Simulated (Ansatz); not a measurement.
# WC (Qusongite) (P-6m2) in Ansatz: settings compared

Aim: see how the results for WC (Qusongite) move with the level of theory and the settings. Levels: PBEsol, HSE06 form with a typed share of exact exchange. Tasks: relaxation of cell and atoms, single point.

All numbers are computed with Ansatz 0.2.0; they aren't measurements. Logs are shortened: lines on timing, memory, paths and dates and some standing lists are left out, and cuts for length are marked.

**1. The crystal as given**

It takes space group P-6m2 (No. 187, hexagonal). The conventional cell has a = 2.907 Å, b = 2.907 Å, c = 2.837 Å, α = 90.00°, β = 90.00°, γ = 120.00°. W (site symmetry -6m2) has 6 C at 2.20 Å as nearest neighbours. C (site symmetry -6m2) has 6 W at 2.20 Å as nearest neighbours.

**2. Relaxation of cell and atoms, PBEsol, target pressure 10 GPa, at which the enthalpy is minimised**

The input, input.yaml:

```yaml
crystal:
  lattice:
    - [2.9065, 0.0, 0.0]
    - [-1.45325, 2.5171028361, 0.0]
    - [0.0, 0.0, 2.8366]
  atoms:
    - { symbol: W, position: [0.0, 0.0, 0.0] }
    - { symbol: C, position: [0.6666666667, 0.3333333333, 0.5] }
hamiltonian:
  xc: pbesol
  pseudopotentials: { kind: paw }
kpoints:
  mp_grid: { grid: [10, 10, 9] }
scf:
  occupations: { method: fermi_dirac, width: 0.05 }
output:
  forces: true
  stress: true
  eigenvalues: true
  write_density: true
  write_potential: true
  elf: true
  volumetric_format: npy
relax:
  f_tol: 0.01
  max_steps: 40
  cell: { stress_tol: 0.05, p_target: 10.0 }
```

Potentials or basis: Ansatz PAW.

On the command line:

```
ansatz run input.yaml --threads 2 --pin off --max-ram 5632MiB --backend cpu --events-out ev --progress --plain --runs-dir out
```

The log of the run:

```text
Warning: RAYON_NUM_THREADS=2 ignored (pool sized by the plan → 2); use --threads N
Engine: ansatz 0.2.0, x86_64-unknown-linux-gnu
Pseudopotentials: kind: paw
Pseudopotential: W, paw, valence charge 14, recommended cutoff 420 eV (normal), W.paw.azcp
Pseudopotential: C, paw, valence charge 4, recommended cutoff 420 eV (normal), C.paw.azcp
Functional definition: PBEsol
  exchange = pbesol_x
  correlation = pbesol_c
Crystal: 2 atoms, lattice volume = 20.752 Å³
Basis set: ecut = 420 eV, 405 PW (Γ), exchange–correlation on 40×40×40 points (8 copies of the dense FFT grid, shifted against one another)
Bands: 13, of which v1, the nominal top of the filled ones, is band 9 counted from 1 (8 counted from 0)
Symmetry: 12 space group operations
Space group: P-6m2 (ITA 187), of the structure as read, at distance tolerance 2.7e-5 Å
k-points: 70 of 900 (time reversal used)
Non-local potential: W, projectors of the file, l = 0: 3, l = 1: 2, l = 2: 2, l = 3: 1
Non-local potential: C, projectors of the file, l = 0: 2, l = 1: 2, l = 2: 1
PAW form: soft (Blöchl's): semilocal exchange-correlation on the pseudo side does not see the compensation charge
PAW frozen core: W, regenerated for the run's functional, and the local potential with it (the file was generated under x = pbe(κ = 0.804, μ = 0.2195149727645171), c = pbe(β = 0.06672455060314922))
PAW frozen core: C, regenerated for the run's functional, and the local potential with it (the file was generated under x = pbe(κ = 0.804, μ = 0.2195149727645171), c = pbe(β = 0.06672455060314922))
PAW one-centre angular grid: W, 590 points (default); XC on 64 Gauss nodes
PAW one-centre angular grid: C, 110 points (default); XC on 64 Gauss nodes
Initial density: superposition of atomic densities (neutral atoms: chi_scale 0, normalization atom), corrected by the library's trained network
Initial wavefunctions: pseudopotential atomic-orbital guess
Functional: x = pbesol(κ = 0.804, μ = 0.12345679012345678), c = pbesol(β = 0.046)
SCF iter   1: F=—  HF=-10503.737012 eV  |F-HF|=—  |Δ(HF+E_count)|=         —  Δρ=1.23e-2  dr2=2.78e-2  ethr=1.77e-3  ⟨swp⟩=5.8  Hψ=4552  notcnv=0
preconditioner: auto → none  [metal: Δε(μ)=0.114 eV  Ē_g=10.076 eV  σ=0.050 eV  W_gap=0.45  n_scr=8 (ndim 8)  ℏωp=25.8 eV  f_vac=0.000  D(μ)=0.19/eV (n_scr^D=0)  sad-step TF]
SCF iter   2: F=—  HF=-10503.735237 eV  |F-HF|=—  |Δ(HF+E_count)|=   1.78e-3  Δρ=7.90e-3  dr2=1.31e-2  ethr=1.54e-4  ⟨swp⟩=1.0  Hψ=1472  notcnv=0
SCF iter   3: F=—  HF=-10503.732873 eV  |F-HF|=—  |Δ(HF+E_count)|=   2.36e-3  Δρ=8.89e-4  dr2=9.40e-5  ethr=7.31e-5  ⟨swp⟩=2.0  Hψ=1506  notcnv=0
SCF iter   4: F=—  HF=-10503.732825 eV  |F-HF|=—  |Δ(HF+E_count)|=   4.74e-5  Δρ=2.47e-4  dr2=4.54e-6  ethr=5.22e-7  ⟨swp⟩=2.1  Hψ=1441  notcnv=0
SCF iter   5: F=—  HF=-10503.732827 eV  |F-HF|=—  |Δ(HF+E_count)|=   1.19e-6  Δρ=4.38e-5  dr2=1.93e-7  ethr=2.52e-8  ⟨swp⟩=1.3  Hψ=1036  notcnv=0
SCF iter   6: F=-10503.732827 eV  HF=-10503.732827 eV  |F-HF|=6.24e-9  |Δ(HF+E_count)|=   1.29e-8  Δρ=7.49e-6  dr2=9.68e-9  ethr=5.56e-10  ⟨swp⟩=8.5  Hψ=5131  notcnv=0
SCF 1 converged in 6 iterations: F = -10503.732827 eV  dr2 = 9.68e-9
[... 99 lines left out ...]
iter 6 did not close the SCF: its close was put off for the readings that it lacked (scf_convergence_deferred on its scf_iter line)
SCF iter   6: F=-10503.720272 eV  HF=-10503.720272 eV  |F-HF|=0.00e0  |Δ(HF+E_count)|=  1.82e-12  Δρ=3.77e-8  dr2=1.93e-13  ethr=1.00e-12  ⟨swp⟩=1.0  Hψ=910  notcnv=0
SCF iter   7: F=-10503.720272 eV  HF=-10503.720272 eV  |F-HF|=5.46e-12  |Δ(HF+E_count)|=  1.82e-12  Δρ=1.34e-8  dr2=2.14e-14  ethr=1.00e-12  ⟨swp⟩=3.0  Hψ=2999  notcnv=0
SCF 8 converged in 7 iterations: F = -10503.720272 eV  dr2 = 2.14e-14
relax step   8: F+E_penalty+E_count = -10503.72027153 eV  Δ(F+E_penalty+E_count) = +2.650e-6 eV  max|allowed force component| = 1.665e-16 eV/Å  Δτ_max = 0.0000 Å  P = +9.999 GPa  Ω = 20.102 Å³  stress off target by 8.22e-4 GPa  SCF on the basis re-selected at this cell (its energy is not comparable with the rows above)  (7 SCF iters)
basis re-selected at this cell: Δ(F+E_penalty+E_count) = +2.650e-6 eV, ΔP = -0.000 GPa vs the last step (what re-selecting the basis moved, of the pressure what is left beyond the Pulay correction that the steps carried, after the strain that the cell walked since its last selection, with what the two solves' SCF thresholds leave and, on support functions, any second-order correction that the steps lacked; it is no measure of the basis error at this ecutwfc). This SCF's stress stands 8.22e-4 GPa from its target on what of the cell is left free (relax.cell.stress_tol is 5.00e-2 GPa) and its largest allowed force component is 1.67e-16 eV/Å (relax.f_tol is 1.00e-2 eV/Å): within both
SCF converged after 7 iterations
Free energy (F): -10503.720272 eV
Harris-Foulkes:  -10503.720272 eV  (|F-HF|=5.46e-12)
Internal energy: -10503.718429 eV  (E = F + TS)
E sigma→0 (E₀):  -10503.719350 eV
Entropy (-TS):   -0.001843 eV (-0.921 meV/atom)
Fermi energy:    21.181390 eV
--- Per-component energies (eV) ---
  E_band       = -47.754938
  E_kinetic    = 544.481923
  E_local      = -643.934179  (includes V_loc(G=0)·N_el)
  E_nonlocal   = 28.339657
  E_hartree    = 229.041390
  E_xc         = -315.375143
  E_vxc        = -301.139424  (∫ρ·V_xc dr)
  E_paw        = -8531.071265  (= ΣΔE_a)
  E_vpaw       = -133.585629  (= ΣTr[D̂ρ^β])
  E_aug_tail   = -0.000066  (compensation charges beyond the density's cutoff)
  E_ewald      = -1815.443639
  E_core_change = 0.242893  (= ΣΔE_core)
  E_smearing   = -0.001843  (= −TS)
  E_closure    = 0.000000  (closes the sum)
  Σ components = -10503.720272   (vs F -10503.720272, Δ=0.00e0)
--- Forces (eV/Å), atoms counted from 1 ---
  atom   1  W     -0.00000000     0.00000000     0.00000000
  atom   2  C      0.00000000     0.00000000    -0.00000000
  max |Σ_I F_I| component: 4.07e-16 eV/Å
--- Stress (GPa, compression-positive) ---
        9.999178      -0.000000       0.000000
       -0.000000       9.999178       0.000000
        0.000000       0.000000       9.999863
  P = ⅓ Tr σ = 9.9994 GPa (99.994 kbar)
--- Band table (eV; the first three rows and the last of 70) ---
  k-point 0: bands = ["-52.6140", "-16.6366", "-16.5099", "-16.5099", "6.5293", "16.6814", "17.7322", "17.7322", "21.3064", "24.5685", "24.5685", "27.0109", "27.0109"]
  k-point 1: bands = ["-52.6085", "-16.7396", "-16.5010", "-16.5010", "6.8438", "16.5326", "17.8730", "17.8730", "21.2971", "23.6067", "23.6067", "27.5126", "27.5126"]
  k-point 2: bands = ["-52.5944", "-16.9937", "-16.4785", "-16.4785", "7.7185", "15.7616", "18.2594", "18.2594", "21.8674", "22.1557", "22.1557", "27.4976", "27.4976"]
  k-point 69: bands = ["-52.4933", "-17.2300", "-17.1228", "-16.9474", "10.0987", "13.9001", "15.6401", "19.3291", "20.4375", "25.8490", "27.8738", "28.6331", "30.9970"]
--- Relaxed structure (6 steps of the walk, 6 accepted, 2 SCFs on fresh bases) ---
  F+E_penalty+E_count = -10503.72027153 eV   max|allowed force component| = 1.665e-16 eV/Å   (the final SCF, on the basis selected at the relaxed cell)
  cell:  # Å, volume = 20.1023 Å³
    - [2.8749952588444185, -3.497728901612131e-18, 1.0863916340366084e-33]
    - [-1.4374976294222093, 2.489818929919084, 6.328576248999331e-34]
    - [7.951983078723343e-34, 1.3253305131205572e-33, 2.80828840516287]
  atoms:
    - { symbol: W, position: [-3.700743415524894e-17, 3.889449307974374e-34, 0.0] }
    - { symbol: C, position: [0.6666666666666666, 0.3333333333333333, 0.5] }
```

rho_z.tsv:

```text
# z_ang	rho[e/angstrom^3]
# format = ansatz-planar-average/11
# lattice	2.874995259	-0.000000000	0.000000000
# lattice	-1.437497629	2.489818930	0.000000000
# lattice	0.000000000	0.000000000	2.808288405
# sites	2
# site	74	-0.000000000	0.000000000	-0.000000000
# site	6	1.437497629	0.829939643	1.404144203
0.000000	1.486019e0
0.140414	1.455449e0
0.280829	1.343898e0
0.421243	1.139411e0
0.561658	8.951247e-1
0.702072	6.980047e-1
[... 12 lines left out ...]
2.527460	1.343898e0
2.667874	1.455449e0
```

v_z.tsv:

```text
# z_ang	v_es[eV]	v_tot[eV]
# format = ansatz-planar-average/11
# xc	pbesol
# density_cutoff_ev	1680
# datasets	W=:simpson_from_first_knot:soft:shift=-887417	C=:simpson_from_first_knot:soft:shift=-124771
# lattice	2.874995259	-0.000000000	0.000000000
# lattice	-1.437497629	2.489818930	0.000000000
# lattice	0.000000000	0.000000000	2.808288405
# sites	2
# site	74	-0.000000000	0.000000000	-0.000000000
# site	6	1.437497629	0.829939643	1.404144203
0.000000	-6.109752e-1	-1.724235e1
0.140414	4.833143e-2	-1.641064e1
0.280829	1.937487e0	-1.401242e1
0.421243	4.812669e0	-1.036072e1
0.561658	8.226009e0	-6.064541e0
0.702072	1.151753e1	-2.019441e0
[... 12 lines left out ...]
2.527460	1.937487e0	-1.401242e1
2.667874	4.833143e-2	-1.641064e1
```

Wall time 8.5 s (2 threads of AMD EPYC 7R13 (Zen 3), shared host); peak memory 0.38 GiB.

Results:

* Free energy: -10503.7203 eV
* Relaxed volume: 10.05 Å³/atom
* Relaxed cell: a = 2.875 Å, b = 2.875 Å, c = 2.808 Å, α = 90.00°, β = 90.00°, γ = 120.00°
* Space group after relaxing (to 0.05 Å): P-6m2 (No. 187)
* Energy change on relaxing (the enthalpy is what falls): +6.3 meV/atom
* Ionic steps: 8
* Pressure after relaxing: 10.0 GPa
* Band gap on the k mesh: none (metal or under the smearing width)

The path:
| step | energy change (eV) | largest force (eV/Å) | volume (Å³) |
| --- | --- | --- | --- |
| 1 | 0.0000 | 0.0000 | 20.75 |
| 2 | 0.0555 | 0.0000 | 19.66 |
| 3 | 0.0113 | 0.0000 | 20.11 |
| 4 | 0.0110 | 0.0000 | 20.11 |
| 5 | 0.0112 | 0.0000 | 20.11 |
| 6 | 0.0124 | 0.0000 | 20.11 |
| 7 | 0.0126 | 0.0000 | 20.10 |
| 8 | 0.0126 | 0.0000 | 20.10 |

Final structure:
```
W C
1.0
     2.87500    0.00000    0.00000
    -1.43750    2.48982    0.00000
     0.00000    0.00000    2.80829
W C
1 1
Cartesian
  0.0000 0.0000 0.0000
  1.4375 0.8299 1.4041
```

Levels at points of the mesh, in eV from the Fermi level:
```csv
k point,band 6,band 7,band 8,band 9,band 10,band 11,band 12,band 13
"(0.00, 0.00, 0.00)",-4.50,-3.45,-3.45,0.12,3.39,3.39,5.83,5.83
"(0.00, -0.50, 0.00)",-7.16,-3.76,-3.72,-0.43,2.44,4.76,5.14,7.07
```

Caveat: the plane-wave basis is chosen anew once the cell has moved, so the energies of steps on either side of that aren't comparable; the pressure holds a Pulay correction of +0.3 GPa for the finite cutoff; the PAW data sets come from PBE, with cores solved anew for the run's functional, which leaves a small shift of forces and pressure.

[end of part 1 of 2]
